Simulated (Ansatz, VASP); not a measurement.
## Hf in VASP and in Ansatz

```
Hf
1.0
     3.16027    0.00000    0.00000
    -1.58013    2.73687    0.00000
     0.00000    0.00000    4.99622
Hf
2
Cartesian
  0.0000 1.8246 1.2491
  1.5801 0.9123 3.7472
```

Alike in both runs: functional PBEsol; k mesh 15 × 15 × 8; occupations gaussian, width 0.1 eV; no spin polarisation.

Ansatz relaxed the structure, and its values are those at the end. VASP's run is a single point on that final structure, the one shown.

```csv
,VASP,Ansatz
version,VASP 6.6.1,Ansatz 0.2.0
potentials or method,"VASP PAW PBE potentials, release 64 (Hf_pv)","scalar-relativistic, plane waves, PAW"
plane-wave cutoff (eV),520,420
valence electrons in the cell,20,52
```

```csv
,VASP,Ansatz,Ansatz less VASP
gap on the k mesh at the Fermi level (eV),none,none,-
pressure (GPa),-0.4,0.0,+0.38
```

A gap of «none» marks a metal or a gap that the smearing closes. With one functional, cell and mesh, what is left measures potentials, basis and numerics. The two sets of potentials don't hold the same shells in valence.

Caveats: the PAW data sets were made with another functional, which shifts forces and pressure a little (VASP). Spin-orbit coupling is left out, which matters for the levels of Hf.
